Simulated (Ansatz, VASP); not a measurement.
# Ru (linear Ru chain): VASP beside Ansatz

Aim: how closely do two programs agree when they are given the same cell, functional and k mesh? The structure shown is the end of the Ansatz relaxation below.

Method: plane waves, with VASP 6.6.1 beside it; single point at LDA, in Ansatz 0.2.0.

## Step 1: Starting point

The cell holds 1 atom: 1 Ru. Cell: a = 7.500 Å, b = 7.500 Å, c = 2.138 Å, α = 90.0°, β = 90.0°, γ = 90.0°. Vacuum lies along a and b. The structure's axis is c.

## Step 2: Ansatz: relaxation, LDA

Ansatz runs on its default PAW (the set named soft_2) files.

This run makes the geometry at which the two programs are then compared.

File input.yaml:

```yaml
crystal:
  lattice:
    - [7.5, 0.0, 0.0]
    - [0.0, 7.5, 0.0]
    - [0.0, 0.0, 2.7156]
  atoms:
    - { symbol: Ru, position: [0.5, 0.5, 0.0], spin: 2.0 }
magnetization:
  spin_polarized: true
kpoints:
  mp_grid: { grid: [1, 1, 30] }
scf:
  occupations: { method: fermi_dirac, width: 0.05 }
hamiltonian:
  xc: lda
relax:
  cell: { fix: [a, b, alpha, beta, gamma] }
  max_steps: 60
```

Run with:

```console
ansatz run input.yaml --threads 4 --pin off --max-ram 8192MiB --backend cpu --events-out ev --progress --plain --runs-dir out
```

Numbers of over 12 decimals in the logs are rounded to 6 here.

Log:

```text
Engine: ansatz 0.2.0, aarch64-unknown-linux-gnu
Pseudopotentials: kind: paw
Pseudopotential: Ru, paw, valence charge 16, recommended cutoff 420 eV (normal), Ru.paw.azcp
Functional definition: SPW92
  exchange = slater_x
  correlation = pw_c
Crystal: 1 atoms, lattice volume = 152.752 Å³
Basis set: ecut = 420 eV, 3033 PW (Γ)
Bands: 13, of which v1, the nominal top of the filled ones, is band 8 counted from 1 (7 counted from 0)
Symmetry: 16 space group operations
Space group: P4/mmm (ITA 123), of the structure as read, at distance tolerance 5.3e-5 Å
Magnetic group: BNS 123.339 (UNI 999), of the structure as read, at distance tolerance 5.3e-5 Å
k-points: 16 of 30
Non-local potential: Ru, projectors of the file, l = 0: 3, l = 1: 2, l = 2: 2, l = 3: 1
PAW form: soft (Blöchl's): semilocal exchange-correlation on the pseudo side does not see the compensation charge
PAW frozen core: Ru, regenerated for the run's functional, and the local potential with it (the file was generated under x = pbe(κ = 0.804, μ = 0.219515), c = pbe(β = 0.066725))
PAW one-centre angular grid: Ru, 590 points (default); XC on 64 Gauss nodes
Initial density: superposition of atomic densities (neutral atoms: chi_scale 0, normalization atom)
Starting moments: Σ|m| = 2 μB on 1 of 1 site
Initial wavefunctions: pseudopotential atomic-orbital guess
Functional: x = slater, c = lda
iter 1 solved again at ethr=2.51e-3 eV; its pass at ethr=3.10e-3 eV (dr2=4.02e-1 eV) is discarded
SCF iter   1: F=—  HF=-5752.196491 eV  |F-HF|=—  |Δ(HF+E_count)|=         —  Δρ=1.33e-2 (↑1.02e-2 ↓1.33e-2)  dr2=4.10e-1  dr2_m=1.13e-1  M=2.146 μB ∫|m|=2.146 μB  β_m=0.30  ethr=2.51e-3  ⟨swp⟩=1.0  Hψ=2782  notcnv=0
Mixer restart at iter 1: flushing history
preconditioner: auto → LDOS  [metal: Δε(μ)=0.025 eV  Ē_g=4.819 eV  σ=0.050 eV  W_gap=0.12  n_scr=12 (ndim 8)  ℏωp=8.5 eV  f_vac=0.662  D(μ)=5.03/eV (n_scr^D=26)]
spin=Collinear: LDOS preconditioning applied to the charge; magnetization (m = ρ↑ − ρ↓) channel mixes plain (no charge-response kernel on spin).
SCF iter   2: F=—  HF=-5752.093493 eV  |F-HF|=—  |Δ(HF+E_count)|=   1.03e-1  Δρ=8.97e-3 (↑6.45e-3 ↓8.97e-3)  dr2=1.67e-1  dr2_m=5.19e-2  M=2.187 μB ∫|m|=2.187 μB  β_m=0.57  ethr=2.51e-3  ⟨swp⟩=1.5  Hψ=437  notcnv=0
SCF iter   3: F=—  HF=-5752.126745 eV  |F-HF|=—  |Δ(HF+E_count)|=         —  Δρ=1.14e-2 (↑1.14e-2 ↓9.95e-3)  dr2=2.46e-2  dr2_m=1.50e-1  M=2.845 μB ∫|m|=2.845 μB  β_m=0.57  ethr=1.04e-3  ⟨swp⟩=2.1  Hψ=725  notcnv=0
Mixer restart at iter 3: flushing history
SCF iter   4: F=—  HF=-5752.124639 eV  |F-HF|=—  |Δ(HF+E_count)|=   2.11e-3  Δρ=7.19e-3 (↑7.19e-3 ↓6.61e-3)  dr2=7.77e-3  dr2_m=6.31e-2  M=2.995 μB ∫|m|=2.995 μB  β_m=0.79  ethr=1.54e-4  ⟨swp⟩=2.8  Hψ=826  notcnv=0
SCF iter   5: F=—  HF=-5752.125377 eV  |F-HF|=—  |Δ(HF+E_count)|=   7.38e-4  Δρ=1.73e-3 (↑1.29e-3 ↓1.73e-3)  dr2=1.13e-3  dr2_m=3.00e-3  M=3.134 μB ∫|m|=3.134 μB  β_m=0.73  ethr=4.86e-5  ⟨swp⟩=2.0  Hψ=872  notcnv=0  defer=2
SCF iter   6: F=—  HF=-5752.124714 eV  |F-HF|=—  |Δ(HF+E_count)|=   6.63e-4  Δρ=3.38e-4 (↑3.01e-4 ↓3.38e-4)  dr2=5.08e-5  dr2_m=1.35e-4  M=3.123 μB ∫|m|=3.123 μB  β_m=0.86  ethr=7.03e-6  ⟨swp⟩=2.3  Hψ=693  notcnv=0  defer=2
SCF iter   7: F=—  HF=-5752.124762 eV  |F-HF|=—  |Δ(HF+E_count)|=   4.83e-5  Δρ=1.58e-4 (↑1.58e-4 ↓1.39e-4)  dr2=6.79e-6  dr2_m=2.87e-5  M=3.118 μB ∫|m|=3.118 μB  β_m=0.88  ethr=3.18e-7  ⟨swp⟩=2.6  Hψ=674  notcnv=0  defer=2
SCF iter   8: F=—  HF=-5752.124763 eV  |F-HF|=—  |Δ(HF+E_count)|=   1.17e-6  Δρ=2.60e-5 (↑1.15e-5 ↓2.60e-5)  dr2=4.59e-7  dr2_m=3.55e-7  M=3.119 μB ∫|m|=3.119 μB  β_m=0.94  ethr=4.24e-8  ⟨swp⟩=2.7  Hψ=684  notcnv=0  defer=2
SCF iter   9: F=—  HF=-5752.124764 eV  |F-HF|=—  |Δ(HF+E_count)|=   2.65e-7  Δρ=6.37e-6 (↑3.23e-6 ↓6.37e-6)  dr2=9.47e-8  dr2_m=1.53e-8  M=3.119 μB ∫|m|=3.119 μB  β_m=0.88  ethr=2.87e-9  ⟨swp⟩=2.4  Hψ=667  notcnv=0  defer=2
SCF iter  10: F=-5752.124764 eV  HF=-5752.124764 eV  |F-HF|=1.52e-8  |Δ(HF+E_count)|=   1.86e-9  Δρ=2.39e-6 (↑1.43e-6 ↓2.39e-6)  dr2=1.92e-8  dr2_m=1.93e-9  M=3.119 μB ∫|m|=3.119 μB  ethr=5.92e-10  ⟨swp⟩=2.3  Hψ=1434  notcnv=0
SCF 1 converged in 10 iterations: F = -5752.124764 eV  dr2 = 1.92e-8
  greatest PAW one-centre occupation: 1.002 electrons in one spin orbital (limit 2), on the Ru atom at site 0 (counted from 0), in its partial waves of l = 0
relax step   1: F+E_penalty+E_count = -5752.12476366 eV  Δ(F+E_penalty+E_count) = +0.000e0 eV  max|allowed force component| = 0.000e0 eV/Å  Δτ_max = 0.0000 Å  P = -2.045 GPa  Ω = 152.752 Å³  fix = [a, b, alpha, beta, gamma]  reactions: a -0.175, b -0.175 GPa  (10 SCF iters, dr2 threshold 1.00e-7 eV, accepted)
[...]
relax step   7: F+E_penalty+E_count = -5753.54973828 eV  Δ(F+E_penalty+E_count) = -1.385e-2 eV  max|allowed force component| = 0.000e0 eV/Å  Δτ_max = 0.0000 Å  P = -0.221 GPa  Ω = 120.529 Å³  energy of the carried Pulay correction = +4.563e-4 eV  fix = [a, b, alpha, beta, gamma]  reactions: a -0.190, b -0.190 GPa  (11 SCF iters, dr2 threshold 1.00e-7 eV, accepted)
[...]
relax step   8: F+E_penalty+E_count = -5753.54994793 eV  Δ(F+E_penalty+E_count) = -2.096e-4 eV  max|allowed force component| = 0.000e0 eV/Å  Δτ_max = 0.0000 Å  P = -0.123 GPa  Ω = 120.289 Å³  energy of the carried Pulay correction = +4.600e-4 eV  fix = [a, b, alpha, beta, gamma]  reactions: a -0.190, b -0.190 GPa  (6 SCF iters, dr2 threshold 1.00e-7 eV, accepted)
[...]
relax step   9: F+E_penalty+E_count = -5753.54925254 eV  Δ(F+E_penalty+E_count) = +6.954e-4 eV  max|allowed force component| = 0.000e0 eV/Å  Δτ_max = 0.0000 Å  P = -0.122 GPa  Ω = 120.289 Å³  fix = [a, b, alpha, beta, gamma]  reactions: a -0.189, b -0.189 GPa  stress off target by 1.04e-2 GPa on what of the cell is left free  SCF on the basis re-selected at this cell (its energy is not comparable with the rows above)  (8 SCF iters)
basis re-selected at this cell: Δ(F+E_penalty+E_count) = +6.954e-4 eV, ΔP = +0.001 GPa vs the last step (what re-selecting the basis moved, of the pressure what is left beyond the Pulay correction that the steps carried, after the strain that the cell walked since its last selection, with what the two solves' SCF thresholds leave and, on support functions, any second-order correction that the steps lacked; it is no measure of the basis error at this ecutwfc). The dense FFT grid was sized anew with the basis: this SCF ran on 54×54×15 points, the steps before it on 54×54×20, so part of this shift can come from that change (see relax.cell in the input reference). [rest of the remark cut]
SCF converged after 8 iterations
Magnetization: 0.0000 μB (8.0000 up, 8.0000 down)
Absolute magnetization: 0.0000 μB (∫|ρ↑−ρ↓|, with the PAW one-centre terms)
Spin contamination: 0.0000 ħ² per cell (⟨S²⟩ above its minimum at these occupations)
Per-site moments (μB) at R_I (Å): [(6.268259529857458e-8, 0.882120)]
Free energy (F): -5753.549253 eV
Harris-Foulkes:  -5753.549253 eV  (|F-HF|=9.09e-13)
Internal energy: -5753.531217 eV  (E = F + TS)
E sigma→0 (E₀):  -5753.540235 eV
Entropy (-TS):   -0.018036 eV (-18.036 meV/atom)
Fermi energy:    -2.192628 eV
--- Per-component energies (eV) ---
  E_band       = -450.676447
  E_kinetic    = 516.136832
  E_local      = -4739.995107  (includes V_loc(G=0)·N_el)
  E_nonlocal   = 354.408690
  E_hartree    = 1940.383112
  E_xc         = -185.184181
  E_vxc        = -233.221743  (∫ρ·V_xc dr)
  E_paw        = -3343.955162  (= ΣΔE_a)
  E_vpaw       = -228.771102  (= ΣTr[D̂ρ^β])
  E_aug_tail   = -0.000228  (compensation charges beyond the density's cutoff)
  E_ewald      = -295.896858
  E_core_change = 0.571685  (= ΣΔE_core)
  E_smearing   = -0.018036  (= −TS)
  E_closure    = 0.000000  (closes the sum)
  Σ components = -5753.549253   (vs F -5753.549253, Δ=0.00e0)
--- Forces (eV/Å), atoms counted from 1 ---
  atom   1  Ru    -0.00000000    -0.00000000     0.00000000
  max |Σ_I F_I| component: 1.26e-29 eV/Å
--- Stress (GPa, compression-positive) ---
       -0.188735      -0.000000      -0.000000
       -0.000000      -0.188735      -0.000000
       -0.000000      -0.000000       0.010439
  P = ⅓ Tr σ = -0.1223 GPa (-1.223 kbar)
--- Relaxed structure (8 steps of the walk, 8 accepted, 1 SCFs on fresh bases) ---
  F+E_penalty+E_count = -5753.54925254 eV   max|allowed force component| = 0.000e0 eV/Å   (the final SCF, on the basis selected at the relaxed cell)
  cell:  # Å, volume = 120.2891 Å³
    - [7.5, 0, 0]
    - [0, 7.5, 0]
    - [0, 0, 2.138473]
  atoms:
    - { symbol: Ru, position: [0.5, 0.5, 0.0] }
```

Reading the cycles: dr2 is the Hartree energy of the density residual (eV), the measure of convergence; HF is the Harris–Foulkes estimate of the energy, which meets the free energy F at convergence.

## Step 3: VASP: single point, LDA

The same cell, functional (in two slightly different forms), mesh and smearing now go to VASP, with its own data sets.

Lines of VASP's logs that name or quote its potential files are left out, and so is its time.

File INCAR:

```
SYSTEM = Ru
PREC = Accurate
ENCUT = 500
EDIFF = 1E-06
NELM = 200
ISMEAR = -1
SIGMA = 0.05
LREAL = .FALSE.
ALGO = Normal
GGA = PW92
NBANDS = 13
ISPIN = 2
MAGMOM = 0
LASPH = .TRUE.
LMAXMIX = 4
LORBIT = 11
LWAVE = .FALSE.
LCHARG = .FALSE.
ISIF = 2
GGA_COMPAT = .FALSE.
```

File POSCAR:

```
Ru
1.0
    7.5000000000      0.0000000000      0.0000000000
    0.0000000000      7.5000000000      0.0000000000
    0.0000000000      0.0000000000      2.1384728365
Ru
1
Direct
    0.5000000000      0.5000000000      0.0000000000
```

File KPOINTS:

```
Automatic mesh
0
Gamma
1 1 30
0 0 0
```

PAW data sets: Ru_pv (LDA family, release 64).

Run with:

```console
mpirun -np 1 vasp_std
```

Log:

```text
[banner, memory and clock lines left out]
running    1 mpi-ranks, on    1 nodes
 distrk:  each k-point on    1 cores,    1 groups
 distr:  one band on    1 cores,    1 groups

 POSCAR found type information on POSCAR Ru
 POSCAR found :  1 types and       1 ions
|                                                                             |
|               ----> ADVICE to this user running VASP <----                  |
|                                                                             |
|     You enforced a specific xc type in the INCAR file but a different       |
|     [... a line on the potential file left out ...]
|     I HOPE YOU KNOW WHAT YOU ARE DOING!                                     |
|                                                                             |

 LDA part: xc-table for (Slater(with rela. corr.)+PW92), standard interpolation
 POSCAR, INCAR and KPOINTS ok, starting setup
 FFT: planning ... GRIDC
 FFT: planning ... GRID_SOFT
 FFT: planning ... GRID
 WAVECAR not read
 entering main loop
       N       E                     dE             d eps       ncg     rms          rms(c)
DAV:   1     0.628980510252E+02    0.62898E+02   -0.77230E+03  1104   0.797E+02
DAV:   2    -0.437612216752E+01   -0.67274E+02   -0.62215E+02   927   0.195E+02
DAV:   3    -0.602592889991E+01   -0.16498E+01   -0.15996E+01  1016   0.283E+01
DAV:   4    -0.604567710139E+01   -0.19748E-01   -0.19739E-01  1081   0.296E+00
DAV:   5    -0.604601674220E+01   -0.33964E-03   -0.33915E-03  1041   0.304E-01    0.991E+00
DAV:   6    -0.596723365206E+01    0.78783E-01   -0.12057E-01   872   0.348E+00    0.527E+00
DAV:   7    -0.594094193234E+01    0.26292E-01   -0.25649E-02   857   0.138E+00    0.614E-01
DAV:   8    -0.594018983677E+01    0.75210E-03   -0.19869E-03   945   0.318E-01    0.698E-02
DAV:   9    -0.594028767213E+01   -0.97835E-04   -0.37705E-04  1198   0.157E-01    0.478E-02
DAV:  10    -0.594033933002E+01   -0.51658E-04   -0.72634E-05   887   0.612E-02    0.207E-02
DAV:  11    -0.594044848344E+01   -0.10915E-03   -0.43070E-05   862   0.287E-02    0.220E-02
DAV:  12    -0.594051774464E+01   -0.69261E-04   -0.37423E-05   852   0.593E-02    0.103E-02
DAV:  13    -0.594056439324E+01   -0.46649E-04   -0.10159E-05   852   0.129E-02    0.515E-03
DAV:  14    -0.594058575290E+01   -0.21360E-04   -0.49213E-06   857   0.800E-03    0.147E-03
DAV:  15    -0.594058808509E+01   -0.23322E-05   -0.25021E-07   707   0.188E-03    0.967E-04
DAV:  16    -0.594058912606E+01   -0.10410E-05   -0.12996E-07   617   0.795E-04    0.498E-04
DAV:  17    -0.594058961009E+01   -0.48403E-06   -0.16711E-07   612   0.847E-04
   1 F= -.59405896E+01 E0= -.59315701E+01  d E =-.180391E-01  mag=    -0.0000
```

From OUTCAR (step 3):

```text
ion  position               nearest neighbor table
   1  0.500  0.500  0.000-

  LATTYP: Found a simple tetragonal cell.
 ALAT       =     7.5000000000
 C/A-ratio  =     0.2851297115

 Subroutine GETGRP returns: Found 16 space group operations
 (whereof 16 operations were pure point group operations)

The static configuration has the point symmetry D_4h.

 Found     16 irreducible k-points:

   k-points           NKPTS =     16   k-points in BZ     NKDIM =     16   number of bands    NBANDS=     13

   dimension x,y,z NGX =    56 NGY =   56 NGZ =   16
   dimension x,y,z NGXF=   112 NGYF=  112 NGZF=   32

   ENCUT  =  500.0 eV  36.75 Ry    6.06 a.u.  13.67 13.67  3.90*2*pi/ulx,y,z

   NELECT =      14.0000    total number of electrons

 k-points in reciprocal lattice and weights: Automatic mesh
   0.00000000  0.00000000  0.00000000       0.033
   0.00000000  0.00000000  0.03333333       0.067
   0.00000000  0.00000000  0.06666667       0.067
   0.00000000  0.00000000  0.10000000       0.067
   0.00000000  0.00000000  0.13333333       0.067
   0.00000000  0.00000000  0.16666667       0.067
   0.00000000  0.00000000  0.20000000       0.067
   0.00000000  0.00000000  0.23333333       0.067
   0.00000000  0.00000000  0.26666667       0.067
[...]
0.00000000  0.00000000  0.46666667       0.067
   0.00000000  0.00000000  0.50000000       0.033

 average (electrostatic) potential at core
       1 -82.9572

 E-fermi :  -3.3750

 spin component 1
 k-point     1 :       0.0000    0.0000    0.0000
  band No.  band energies     occupation
    ...
      3     -44.3768      1.00000
      4      -9.6320      1.00000
      5      -5.0338      1.00000
      6      -5.0260      1.00000
      7      -4.7896      1.00000
      8      -0.5826      0.00000
      9      -0.5826      0.00000
     10      -0.4785      0.00000
     11      -0.4785      0.00000
     12       1.6209      0.00000
    ...

 k-point     2 :       0.0000    0.0000    0.0333
  band No.  band energies     occupation
    ...
      3     -44.4247      1.00000
      4      -9.5246      1.00000
      5      -5.0157      1.00000
      6      -5.0081      1.00000
      7      -4.7554      1.00000
      8      -1.0272      0.00000
      9      -1.0272      0.00000
     10      -0.1073      0.00000
     11      -0.1073      0.00000
     12       1.6568      0.00000
    ...

 k-point     3 :       0.0000    0.0000    0.0667
  band No.  band energies     occupation
    ...
      3     -44.5651      1.00000
      4      -9.2070      1.00000
      5      -4.9622      1.00000
      6      -4.9548      1.00000
      7      -4.6522      1.00000
      8      -1.6013      0.00000
      9      -1.6013      0.00000
     10       0.2631      0.00000
     11       0.2631      0.00000
     12       1.7645      0.00000
    ...

 k-point     4 :       0.0000    0.0000    0.1000
  band No.  band energies     occupation
    ...
      3     -44.7893      1.00000
      4      -8.6924      1.00000
      5      -4.8744      1.00000
      6      -4.8674      1.00000
      7      -4.4784      1.00000
      8      -2.2478      0.00000
      9      -2.2478      0.00000
     10       0.6179      0.00000
     11       0.6179      0.00000
     12       1.9440      0.00000
    ...

 k-point     5 :       0.0000    0.0000    0.1333
  band No.  band energies     occupation
    ...
      3     -45.0832      1.00000
      4      -8.0028      1.00000
      5      -4.7549      1.00000
      6      -4.7484      1.00000
      7      -4.2304      1.00000
      8      -2.9435      0.00018
      9      -2.9435      0.00018
     10       0.9843      0.00000
     11       0.9843      0.00000
     12       2.1956      0.00000
    ...

 k-point     6 :       0.0000    0.0000    0.1667
  band No.  band energies     occupation
    ...
      5      -4.6071      1.00000
      6      -4.6012      1.00000
      7      -3.9003      0.99997
      8      -3.6614      0.99676
      9      -3.6614      0.99676
     10       1.3828      0.00000
     11       1.3828      0.00000
     12       2.5195      0.00000
     13       3.4978      0.00000

  Total       -0.1520504     -0.1520504      0.5426481      0.0000000      0.0000000     -0.0000000
  in kB       -2.0252182     -2.0252182      7.2277410      0.0000000      0.0000000     -0.0000000
  external PRESSURE =       1.0591015 kB  Pullay stress =       0.0000000 kB

  energy-cutoff  :      500.00
  volume of cell :      120.29
      direct lattice vectors                 reciprocal lattice vectors
     7.500000000  0.000000000  0.000000000     0.133333333  0.000000000  0.000000000
     0.000000000  7.500000000  0.000000000     0.000000000  0.133333333  0.000000000
     0.000000000  0.000000000  2.138472837     0.000000000  0.000000000  0.467623429

 POSITION                                       TOTAL-FORCE (eV/Angst)
 -----------------------------------------------------------------------------------
      3.75000      3.75000      0.00000         0.000000      0.000000      0.000000
 -----------------------------------------------------------------------------------
    total drift:                                0.000000      0.000000      0.000000

  FREE ENERGIE OF THE ION-ELECTRON SYSTEM (eV)
  ---------------------------------------------------
  free  energy   TOTEN  =        -5.9405896101 eV

  energy  without entropy=       -5.9225505422  energy(sigma->0) =       -5.93157008

 total charge
# of ion       s       p       d       tot
------------------------------------------
    1        0.384   6.109   6.252  12.745

 magnetization (x)
# of ion       s       p       d       tot
------------------------------------------
    1        0.000  -0.000  -0.000  -0.000

[... 2 further parts left out ...]
```

## Step 4: Differences

Known differences besides the potentials themselves: the data sets hold 16 valence electrons in Ansatz (on its default PAW (the set named soft_2) files) and 14 in VASP; the cutoff is 420 eV in Ansatz and 500 eV in VASP; VASP's log shows a relativistic correction to its local exchange, Ansatz's none; Ansatz's pressure holds a Pulay correction, VASP's none. Total energies have different zeros and are not compared.

The two programs side by side:

| quantity | Ansatz | VASP | difference |
| --- | --- | --- | --- |
| pressure (GPa) | -0.12 | 0.11 | -0.23 |

## Step 5: What came out

```json
{"difference in pressure (single point, LDA)": "-0.23 GPa"}
```

The difference in pressure is -0.23 GPa (single point, LDA), within the 1 GPa picked in this series as the mark of a large difference. The data sets hold unlike numbers of valence electrons (16 in Ansatz and 14 in VASP), so part of the differences comes from the potentials. Such differences can come from data sets, numerical settings and the points named under the comparisons, not from the functional's error against experiment.

[Lines on the potential files, build, host, timing and source positions are cut from VASP's logs without a mark.]

[Logs are printed without paths, hosts, clocks, repeated set-up lines and the standing remarks that a program may print on its own settings, such as how far it seeks lower states.]

[Hosts, paths, dates, database ids (printed as entryN), source tags and the programs' standing remarks are cut or masked in the printed files.]
